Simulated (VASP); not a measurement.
**MgTe (zincblende): one LDA relaxation of cell and atoms in two programs**

Start cell

```xyz
2
Lattice="0.0000 3.2544 3.2544 3.2544 0.0000 3.2544 3.2544 3.2544 0.0000" Properties=species:S:1:pos:R:3 pbc="T T T"
Mg    0.0000    0.0000    0.0000
Te    1.6272    1.6272    1.6272
```

Each program uses its own PAW datasets. VASP's cell holds 8 valence electrons and Ansatz's 26. LDA means the Perdew–Zunger form with relativistic exchange in VASP and the Perdew–Wang form in Ansatz.

Cutoffs: 600 eV in VASP, 420 eV in Ansatz. k meshes: 6×6×6 and 6×6×6.

```
                                              VASP                 Ansatz
relaxed cell vector lengths  4.502, 4.502, 4.502 Å  4.504, 4.504, 4.504 Å
        relaxed cell volume               64.53 Å³               64.60 Å³
```
